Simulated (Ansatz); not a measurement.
**GaP: a single-point run**

Wanted: a converged single-point run for GaP, and a check of what comes out. The structure is shown as the input types it. The cell is built on a prototype (rocksalt) and needn't be the phase found in nature.

Computed with Ansatz 0.2.0 (density functional or hybrid calculation with the settings of its input, plane waves (as first typed), unless a step's input says otherwise).

1 further run of the same task is left out (it didn't finish).

### 1 The structure to begin with

The structure is cubic, space group Fm-3m (No. 225). The conventional cell has a = 5.117 Å, b = 5.117 Å, c = 5.117 Å, α = 90.00°, β = 90.00°, γ = 90.00°. Ga (site symmetry m-3m) has 6 P at 2.56 Å as nearest neighbours. P (site symmetry m-3m) is surrounded by 6 Ga at 2.56 Å.

Structure file:

```
CELL_PARAMETERS angstrom
0.00000 2.55854 2.55854
2.55854 0.00000 2.55854
2.55854 2.55854 0.00000
ATOMIC_POSITIONS crystal
Ga 0.00000 0.00000 0.00000
P 0.50000 0.50000 0.50000
```

### 2 The calculation

input.yaml

```yaml
crystal:
  lattice:
    - [0.0, 2.5585353464, 2.5585353464]
    - [2.5585353464, 0.0, 2.5585353464]
    - [2.5585353464, 2.5585353464, 0.0]
  atoms:
    - { symbol: Ga, position: [0.0, 0.0, 0.0] }
    - { symbol: P, position: [0.5, 0.5, 0.5] }
kpoints:
  mp_grid: { grid: [6, 6, 6] }
hamiltonian:
  xc: pbe
scf:
  occupations: { method: fermi_dirac, width: 0.02 }
  n_extra_bands: 4
  max_iter: 78
output:
  forces: true
  stress: true
  eigenvalues: true
basis:
  ecutwfc: 160
```

Started as:

```bash
$ ansatz run input.yaml --threads 4 --pin off --max-ram 3686MiB --backend cpu --events-out ev --progress --plain --runs-dir out
```

**Question.** How will this run end, and is anything wrong with its input?

The run converged and reported no error, with warnings (cutoff below recommended). Its log warns: «basis.ecutwfc = 160 eV is below the records' recommended 420 eV ...»

The suspect setting: basis.ecutwfc is 160. The cutoff lies far under what these potentials need. The potentials' recommended cutoff is 420 eV.

The test: delete basis.ecutwfc (the default then holds).
